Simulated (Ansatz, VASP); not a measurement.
## FeO in VASP and in Ansatz

Contents of INCAR:

```
SYSTEM = FeO
PREC = Accurate
ENCUT = 520
EDIFF = 1E-7
ISMEAR = -1
SIGMA = 0.05
LREAL = .FALSE.
LASPH = .TRUE.
NELM = 120
ALGO = Normal
ISIF = 2
LWAVE = .FALSE.
LCHARG = .FALSE.
ISPIN = 2
MAGMOM = 3 0
LORBIT = 11
LMAXMIX = 4
GGA = PE
NBANDS = 18
```

Contents of KPOINTS:

```
Automatic mesh
0
G
  12 12 12
  0 0 0
```

POSCAR

```
FeO
1.0
   -1.5693982481      1.5693982481      2.0408621071
    1.5693982481     -1.5693982481      2.0408621071
    1.5693982481      1.5693982481     -2.0408621071
Fe O
1 1
Direct
    0.0000000000      0.0000000000      0.0000000000
    0.5000000000      0.5000000000      0.0000000000
```

File input.yaml:

```yaml
crystal:
  lattice:
    - [-1.5693982481, 1.5693982481, 2.0408621071]
    - [1.5693982481, -1.5693982481, 2.0408621071]
    - [1.5693982481, 1.5693982481, -2.0408621071]
  atoms:
    - { symbol: Fe, position: [0.0, 0.0, 0.0], spin: 3.0 }
    - { symbol: O, position: [0.5, 0.5, 0.0] }
hamiltonian:
  xc: pbe
  pseudopotentials: { kind: paw }
magnetization:
  spin_polarized: true
kpoints:
  mp_grid: { grid: [12, 12, 12] }
scf:
  occupations: { method: fermi_dirac, width: 0.05 }
output:
  forces: true
  stress: true
  eigenvalues: true
```

Change from the starting cell: volume scaled by 0.94.

Alike in both runs: task single point; functional PBE; k mesh 12 × 12 × 12; occupations fermi-dirac, width 0.05 eV; collinear spin, ferromagnetic start.

```csv
,VASP,Ansatz
version,VASP 6.6.1,Ansatz 0.2.0
potentials or method,"VASP PAW PBE potentials, release 64 (Fe, O)",Ansatz PAW
plane-wave cutoff (eV),520,420
valence electrons in the cell,14,22
```

Ansatz gave:

* gap on the k mesh at the Fermi level (eV): none
* pressure (GPa): 1.3
* largest component of the traceless stress (GPa): 6.60
* net moment per atom (μB): 2.00
* size of the moment on the site where the two differ most (μB): 3.36

Question: What did VASP give for the same quantities?

Answer: gap on the k mesh at the Fermi level (eV): none; pressure (GPa): 1.5; largest component of the traceless stress (GPa): 7.01; net moment per atom (μB): 2.00; size of the moment on the site where the two differ most (μB): 3.60.

Site moments also hang on the region over which each program counts them. A gap of «none» marks a metal or a gap that the smearing closes. The two sets of potentials don't hold the same shells in valence.

Caveats: a cell with one magnetic atom can't hold antiferromagnetic order, which such compounds often take; semilocal functionals often make such compounds metallic where correlation or magnetic order opens a gap, which also shifts bond lengths; the pressure holds a Pulay correction of +0.7 GPa for the finite cutoff (Ansatz).
